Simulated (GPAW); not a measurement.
# SnTe (Fm-3m) in GPAW: a series of runs, part 2 of 2

GPAW 26.7.0.

**4. Dielectric tensor, PBEsol**

run.py reads:

```python
import numpy as np
from ase.dft.bandgap import bandgap
from ase.io import read, write
from gpaw import GPAW, PW, setup_paths
from gpaw.response.df import DielectricFunction

setup_paths.insert(0, '.')

atoms = read('POSCAR')

calc = GPAW(mode=PW(400),
            xc='PBEsol',
            kpts={'size': (6, 6, 6), 'gamma': True},
            occupations={'name': 'fermi-dirac', 'width': 0.001},
            nbands=19,
            convergence={'density': 1e-06},
            maxiter=150,
            txt='gpaw.txt')
atoms.calc = calc
energy = atoms.get_potential_energy()
calc.write('gs.gpw')
write('result.traj', atoms)
print(f'Energy: {energy:.6f} eV')
print('Fermi level:', round(calc.get_fermi_level(), 4), 'eV')
print(f'Gap: {bandgap(calc)[0]:.4f} eV, direct: {bandgap(calc, direct=True)[0]:.4f} eV')

for size in [(18, 18, 18)]:
    name = 'x'.join(str(n) for n in size)
    dense = calc.fixed_density(kpts={'size': size, 'gamma': True},
                               nbands=36, convergence={'bands': 30, 'eigenstates': 1e-7},
                               update_fermi_level=True, txt=f'dense-{name}.txt')
    dense.write(f'{name}.gpw', mode='all')
    df = DielectricFunction(f'{name}.gpw', frequencies=np.array([0.0]), hilbert=False, eta=0.001,
                            ecut=80, nbands=30, intraband=False, txt=f'df-{name}.txt')
    for xc in ['RPA']:
        for direction in ['x', 'y', 'z', [0, 1, 1], [1, 0, 1], [1, 1, 0]]:
            e0, e = df.get_macroscopic_dielectric_constant(xc=xc, direction=direction)
            print(f'{name} {xc} {direction}: {e0:.4f} without, {e:.4f} with local fields')
```

POSCAR reads:

```
SnTe
1.0
    0.0000000000      3.1508500000      3.1508500000
    3.1508500000      0.0000000000      3.1508500000
    3.1508500000      3.1508500000      0.0000000000
Te Sn
1 1
Direct
    0.5000000000      0.5000000000      0.5000000000
    0.0000000000      0.0000000000      0.0000000000
```

Potentials or basis: PAW data sets generated in the run's folder for this functional, pw.

On the command line:

```sh
> gpaw-setup -f PBEsol Sn Te
> OMP_NUM_THREADS=1 python run.py
```

gpaw.txt:

```text
__  _  _
 | _ |_)|_||  |
 |__||  | ||/\| - 26.7.0

Input parameters:
  mode=PW(ecut=400.0),
  convergence={'density': 1e-06},
  kpts=MonkhorstPack(size=(6, 6, 6), gamma=True),
  maxiter=150,
  nbands=19,
  occupations=Occupations(name='fermi-dirac', width=0.001),
  xc=XC(name='PBEsol')

Diagonalizing LCAO Hamiltonian
Converting LCAO to pw mode

                 Te

       Sn

Atoms  # Å, Bohr magnetons
|   | symbol |        x |        y |        z |    initial magnetic moments |
|---|--------|----------|----------|----------|-----------------------------|
| 0 |     Te | 3.150850 | 3.150850 | 3.150850 | ( 0.0000,  0.0000,  0.0000) |
| 1 |     Sn | 0.000000 | 0.000000 | 0.000000 | ( 0.0000,  0.0000,  0.0000) |

Unit cell  # Å
| periodic |        x |        y |        z |  lengths |    angles |
|----------|----------|----------|----------|----------|-----------|
|      yes | 0.000000 | 3.150850 | 3.150850 | 4.455975 | 60.000000 |
|      yes | 3.150850 | 0.000000 | 3.150850 | 4.455975 | 60.000000 |
|      yes | 3.150850 | 3.150850 | 0.000000 | 4.455975 | 60.000000 |

Number of symmetries: 48
Symmetry operations  # r_c * U_cc + t_c -> r_c
|    | kind |            matrix            |
|----|------|------------------------------|
|  0 |  σ   |  1, 0, 0,  1, 0,-1,  1,-1, 0 |
|  1 |  C2  |  1, 0, 0,  1,-1, 0,  1, 0,-1 |
|  2 |  E   |  1, 0, 0,  0, 1, 0,  0, 0, 1 |
|  3 |  σ   |  1, 0, 0,  0, 0, 1,  0, 1, 0 |
|  4 |  C4  |  1, 0,-1,  1, 0, 0,  1,-1, 0 |
|  5 |  S6  |  1, 0,-1,  1,-1, 0,  1, 0, 0 |
|  6 |  σ   |  1, 0,-1,  0, 1,-1,  0, 0,-1 |
|  7 |  C3  |  1, 0,-1,  0, 0,-1,  0, 1,-1 |
|  8 |  S6  |  1,-1, 0,  1, 0, 0,  1, 0,-1 |
|  9 |  C4  |  1,-1, 0,  1, 0,-1,  1, 0, 0 |
| 10 |  C3  |  1,-1, 0,  0,-1, 1,  0,-1, 0 |
| 11 |  σ   |  1,-1, 0,  0,-1, 0,  0,-1, 1 |
| 12 |  σ   |  0, 1, 0,  1, 0, 0,  0, 0, 1 |
| 13 |  C4  |  0, 1, 0,  0, 1,-1, -1, 1, 0 |
| 14 |  C3  |  0, 1, 0,  0, 0, 1,  1, 0, 0 |
| 15 |  S6  |  0, 1, 0, -1, 1, 0,  0, 1,-1 |
| 16 |  C2  |  0, 1,-1,  1, 0,-1,  0, 0,-1 |
| 17 |  σ   |  0, 1,-1,  0, 1, 0, -1, 1, 0 |
| 18 |  S4  |  0, 1,-1,  0, 0,-1,  1, 0,-1 |
| 19 |  C4  |  0, 1,-1, -1, 1, 0,  0, 1, 0 |
| 20 |  C3  |  0, 0, 1,  1, 0, 0,  0, 1, 0 |
| 21 |  σ   |  0, 0, 1,  0, 1, 0,  1, 0, 0 |
| 22 |  S6  |  0, 0, 1,  0,-1, 1, -1, 0, 1 |
| 23 |  C4  |  0, 0, 1, -1, 0, 1,  0,-1, 1 |
| 24 |  S4  |  0, 0,-1,  1, 0,-1,  0, 1,-1 |
| 25 |  C3  |  0, 0,-1,  0, 1,-1,  1, 0,-1 |
| 26 |  C2  |  0, 0,-1,  0,-1, 0, -1, 0, 0 |
| 27 |  S6  |  0, 0,-1, -1, 0, 0,  0,-1, 0 |
| 28 |  S4  |  0,-1, 1,  1,-1, 0,  0,-1, 0 |
| 29 |  C4  |  0,-1, 1,  0, 0, 1, -1, 0, 1 |
| 30 |  C2  |  0,-1, 1,  0,-1, 0,  1,-1, 0 |
| 31 |  σ   |  0,-1, 1, -1, 0, 1,  0, 0, 1 |
| 32 |  C3  |  0,-1, 0,  1,-1, 0,  0,-1, 1 |
| 33 |  S6  |  0,-1, 0,  0, 0,-1, -1, 0, 0 |
| 34 |  S4  |  0,-1, 0,  0,-1, 1,  1,-1, 0 |
| 35 |  C2  |  0,-1, 0, -1, 0, 0,  0, 0,-1 |
| 36 |  C2  | -1, 1, 0,  0, 1, 0,  0, 1,-1 |
| 37 |  S6  | -1, 1, 0,  0, 1,-1,  0, 1, 0 |
| 38 |  S4  | -1, 1, 0, -1, 0, 1, -1, 0, 0 |
| 39 |  C3  | -1, 1, 0, -1, 0, 0, -1, 0, 1 |
| 40 |  S6  | -1, 0, 1,  0, 0, 1,  0,-1, 1 |
| 41 |  C2  | -1, 0, 1,  0,-1, 1,  0, 0, 1 |
| 42 |  C3  | -1, 0, 1, -1, 1, 0, -1, 0, 0 |
| 43 |  S4  | -1, 0, 1, -1, 0, 0, -1, 1, 0 |
| 44 |  C2  | -1, 0, 0,  0, 0,-1,  0,-1, 0 |
| 45 |  i   | -1, 0, 0,  0,-1, 0,  0, 0,-1 |
| 46 |  σ   | -1, 0, 0, -1, 1, 0, -1, 0, 1 |
| 47 |  C2  | -1, 0, 0, -1, 0, 1, -1, 1, 0 |

BZ-sampling:
  Number of BZ points: 216
  Number of IBZ points: 16

  Monkhorst-Pack size: [6, 6, 6]
  Monkhorst-Pack shift: [0.08333333333333333, 0.08333333333333333, 0.08333333333333333]

K-points  # in reciprocal-cell coordinates
|     |                                coordinates |     weight |
|-----|--------------------------------------------|------------|
|   0 | (  0.00000000,   0.00000000,   0.00000000) | 0.00462963 |
|   1 | (  0.16666667,   0.16666667,   0.00000000) | 0.02777778 |
|   2 | (  0.16666667,   0.16666667,   0.16666667) | 0.03703704 |
|   3 | (  0.33333333,   0.16666667,   0.16666667) | 0.05555556 |
|   4 | (  0.33333333,   0.33333333,  -0.33333333) | 0.05555556 |
|   5 | (  0.33333333,   0.33333333,   0.00000000) | 0.02777778 |
|   6 | (  0.33333333,   0.33333333,   0.16666667) | 0.11111111 |
|   7 | (  0.33333333,   0.33333333,   0.33333333) | 0.03703704 |
|   8 | (  0.50000000,   0.33333333,  -0.33333333) | 0.11111111 |
|   9 | (  0.50000000,   0.33333333,  -0.16666667) | 0.05555556 |
| ... |                                            |            |
|  15 | (  0.50000000,   0.50000000,   0.50000000) | 0.01851852 |

Plane wave coefficients: 1158
Cutoff: 400.0 eV

Spin-components: 1 (collinear spins)
Bands:           19
Projectors:      11
Spin-degeneracy: 2
Datatype:        complex128

Parallelization:
  kpt:    1
  domain: 1
  band:   1

Density:
  Valence electrons: 20.0
  Components: 1
  Grid points: [21 21 21]
  Charge: 0.0  # |e|

Potential:
  Grid points: [21 21 21]

species:
  Te:
    name:    Tellurium
    Z:       52.0
    valence: 6
    core:    46
    charge:  0.0  # [|e|]
    compensation charges:
      type: gauss
      rc: 0.36  # [Å]
      lmax: 2
    cutoffs:
      filter: 2.09  # [Å]
      core: 3.17  # [Å]
    projectors
    | kind |    occ | energy [eV] | rcut [Å] |
    |------|--------|-------------|----------|
    |   5s |  2.000 |     -15.132 |    1.180 |
    |   5p |  4.000 |      -5.970 |    1.196 |
    |    s |        |      12.080 |    1.180 |
    |    p |        |      21.241 |    1.196 |
    |    d |        |       0.000 |    1.238 |

    Using partial waves for Te as LCAO basis

  Sn:
    name:    Tin
    Z:       50.0
    valence: 14
    core:    36
    charge:  0.0  # [|e|]
    compensation charges:
      type: gauss
      rc: 0.38  # [Å]
      lmax: 2
    cutoffs:
      filter: 2.23  # [Å]
      core: 2.35  # [Å]
    projectors
    | kind |    occ | energy [eV] | rcut [Å] |
    |------|--------|-------------|----------|
    |   5s |  2.000 |     -10.584 |    1.201 |
    |   5p |  2.000 |      -3.711 |    1.270 |
    |   4d | 10.000 |     -25.798 |    1.185 |
    |    s |        |      16.628 |    1.201 |
    |    p |        |      23.501 |    1.270 |
    |    d |        |       1.413 |    1.185 |

    Using partial waves for Sn as LCAO basis

Reference energy: -352647.811924  # eV

eigensolver:
  PPCG
  Converge bands: occupied
  niter=2

density mixing:
  MSR1-Mixer
  Pratt-step length: 0.05
  Maximum mixing coefficient: 0.75
  Old densities: 10
  SVD Regularization: 0.005
  Good broyden scale: 1.0
  Trust region scale: 1.0
  Backstep threshold: 4.0
  History deletion threshold: 6.0
  Fourier metric: weight=20.0, sigma=0.015

occupation numbers:
  Fermi-Dirac:
    width: 0.0010  # eV

poisson solver:
  ecut: 3200.0  # eV

xc functional:
  name: PBEsol with 2 nearest neighbor stencil

convergence criteria:
- Maximum integral of absolute [dens]ity change: 1e-06 electrons / valence electron
- Maximum [total energy] change in last 3 cyles: 0.0005 eV / valence electron
- Maximum integral of absolute [eigenst]ate change: 4e-08 eV^2 / valence electron
maximum number of iterations: 150

SCF iterations
|iter     | |      energy | eigst |  dens |
|---------|-|-------------|-------|-------|
|iter:   1| |   -8.514166 | -0.23 |       |
|iter:   2| |   -8.507966 | -2.42 | -1.51 |
|iter:   3| |   -8.472821 | -2.85 | -1.55 |
|iter:   4| |   -8.472541 | -4.30 | -2.15 |
|iter:   5| |   -8.472581c| -5.13 | -2.69 |
|iter:   6| |   -8.472584c| -6.53 | -3.37 |
|iter:   7| |   -8.472584c| -7.83c| -4.23 |
|iter:   8| |   -8.472584c| -7.86c| -4.74 |
|iter:   9| |   -8.472584c| -8.24c| -5.94 |
|iter:  10| |   -8.472584c| -8.97c| -6.35c|

Converged in 10 steps
Energy contributions relative to reference atoms: (reference = -352647.811924)

Energy contributions:
  Kinetic:          13.157890
  Coulomb:         -13.526252
  Zero:              0.210723
  External:          0.000000
  Xc:               -8.314944
  Entropy:          -0.000000
  Spinorbit:         0.000000
  ----------------------------
  Free energy:      -8.472584
  Extrapolated:     -8.472584

dipole moment: (-21.413949, -21.413949, -21.413949)  # |e|*Ang

Fermi level: 6.361
Eigenvalues  # (at kpt = [0.000, 0.000, 0.000])
| band index |      eig [eV] | occ [0-2] |
|------------|---------------|-----------|
|          0 |       -15.479 |     2.000 |
|        ... |               |           |
|          2 |       -15.470 |     2.000 |
|          3 |       -15.470 |     2.000 |
|          4 |       -15.470 |     2.000 |
|          5 |        -6.504 |     2.000 |
|          6 |         1.602 |     2.000 |
|          7 |         4.165 |     2.000 |
[... 9 lines left out ...]
|         17 |        13.230 |     0.000 |
|         18 |        13.230 |     0.000 |

Gap: 0.149 eV
Transition (v -> c):
  (s=0, k=15, n=9, [0.50, 0.50, 0.50]) -> (s=0, k=15, n=10, [0.50, 0.50, 0.50])
No difference between direct/indirect transitions
# Writing to gs.gpw (mode='')
```

Wall time 3.2 min (1 thread of Intel Xeon at 2.60GHz (Ice Lake), shared host); peak memory 0.46 GiB.

Results:

```
Free energy                             : -8.4726 eV
Band gap on the k mesh                  : 0.15 eV, direct
Electronic dielectric tensor (diagonal) : 68.21
```

Electronic dielectric tensor:
```
68.21  0.00  0.00
 0.00 68.21  0.00
 0.00  0.00 68.21
```

Caveat: the gap is small at this level, which inflates the dielectric constant; the long-wavelength limit can be off by a per cent or two; spin-orbit coupling is left out, which moves the levels of the heavy elements.

**5. The runs side by side**

```csv
level,potentials or basis,gap on the mesh (eV)
LDA,"the program's PAW data sets (release 1.2.1) made for this functional, pw",0.11
AM05,"PAW data sets generated in the run's folder for this functional, pw",0.12
PBEsol,"PAW data sets generated in the run's folder for this functional, pw",0.15
```

Alike in all rows: task dielectric tensor; no spin polarisation; cell as given; k mesh 6 × 6 × 6; cutoff (eV) 400; smearing fermi-dirac 0.001 eV.

Caveats: the gap is small at this level, which inflates the dielectric constant; the long-wavelength limit can be off by a per cent or two; spin-orbit coupling is left out, which moves the levels of the heavy elements.

Absolute energies hang on the potentials; compare differences alone.

**6. Comparison with measurements**

Step 2. Against the measured gap of SnTe, 0.18 eV (direct; 300 K; a printed reference work, textbook), the calculated 0.11 eV is off by -0.07 eV. Spin-orbit coupling on Sn, Te is left out. The value is that of LDA on a finite k mesh, which can miss the band edges, without temperature or zero-point motion. Semilocal functionals fall short of measured gaps as a rule.

Step 3. A measured gap of SnTe is 0.18 eV (direct; 300 K; a printed reference work, textbook); the calculated 0.12 eV misses it by -0.06 eV. Spin-orbit coupling on Sn, Te is left out. The value is that of AM05 on a finite k mesh, which can miss the band edges, without temperature or zero-point motion. Semilocal functionals fall short of measured gaps as a rule.

Step 4. Against the measured gap of SnTe, 0.18 eV (direct; 300 K; a printed reference work, textbook), the calculated 0.15 eV is off by -0.03 eV. Spin-orbit coupling on Sn, Te is left out. The value is that of PBEsol on a finite k mesh, which can miss the band edges, without temperature or zero-point motion. Semilocal functionals fall short of measured gaps as a rule.
